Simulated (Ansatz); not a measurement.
ZnO in the rocksalt structure, relaxed with r2SCAN in Ansatz: space group Fm-3m (No. 225), cubic; conventional cell a = 4.268 Å, 9.72 Å³ an atom. Zn is surrounded by 6 O at 2.13 Å; O is surrounded by 6 Zn at 2.13 Å. It was then strained (isotropic on every length). Unstrained, HSE06 gives 2.739 eV (L → Γ, 8×8×8 mesh), and the band edges keep their places in every row. Stress is positive in compression. No spin polarisation. The prototype was imposed, so other structures may be more stable.

```
strain (%)  ln(V/V₀)  ΔE_g, HSE06 (eV)  Δpressure, r2SCAN (GPa)
      -3.0   -0.0914            +0.565                   +21.55
     +0.88   +0.0263            -0.154                    -4.79
     +2.62   +0.0776            -0.444                   -12.61
```

(1) Fit ΔE_g = a x + b x² to these rows by least squares, with x = ln(V/V₀).

(2) Fit the change of pressure in the same way.

(3) Predict the withheld row at +0.5 % (x = +0.0150).

Answers

(1) The normal equations take Σx² = 1.507e-02, Σx³ = -2.781e-04, Σx⁴ = 1.065e-04, ΣxΔE = -9.015e-02 and Σx²ΔE = 1.940e-03, and give a = -5.93 eV, b = +2.7 eV; the largest residual is 0.000 eV. a is the volume deformation potential of this gap.

(2) Δpressure = -196.0 x + (434) x² GPa. So B₀ = 196.0 GPa and B′ ≈ 2 × 434/196.0 = 4.4; two terms over so wide a range bias B₀ by a few per cent and B′ by more; the gap's pressure coefficient at zero is −a/B₀ = +30 meV/GPa, with HSE06's a and r2SCAN's B₀.

(3) ΔE_g ≈ -5.93 × (+0.0150) + (2.7) × (+0.0150)² = -0.088 eV, and Δpressure ≈ -2.84 GPa. The runs give -0.088 eV and -2.79 GPa, off by 0.000 eV and +0.05 GPa.

The meshes of the hybrids are coarse, so their gaps aren't converged to the digits shown.
